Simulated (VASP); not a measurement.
Here is a VASP 6.6.1 calculation.

Contents of INCAR:

```
ALGO = Fast ; EDIFF = 1E-6
ENCUT = 520 ; GGA = PE
ISIF = 2 ; ISMEAR = 0
LASPH = True ; LCHARG = True
LELF = True ; LREAL = False
LVHAR = True ; LWAVE = False
NBANDS = 24 ; NELM = 100
PREC = Accurate ; SIGMA = 0.1
```

File KPOINTS:

```
k-points
0
Gamma
  12 12 16
```

The input POSCAR:

```
Ag
1.0
    4.7281674912      0.0000000000      0.0000000000
   -2.3640837456      4.0947131608      0.0000000000
    0.0000000000      0.0000000000      2.8258962234
Ag
3
Direct
    0.0000000000      0.0000000000      0.0000000000
    0.3333333333      0.6666666667      0.5000000000
    0.6666666667      0.3333333333      0.5000000000
```

Potentials or basis: VASP PAW PBE potentials, release 64 (Ag).

Run with:

```bash
$ cat potpaw_PBE.64/Ag/POTCAR > POTCAR
$ mpirun -np 1 vasp_std > vasp.out
```

Question: What does it give for the band gap on the k mesh?

Answer: None (metal or under the smearing width).

Question: Estimate the pressure.

Answer: -0.1 GPa.
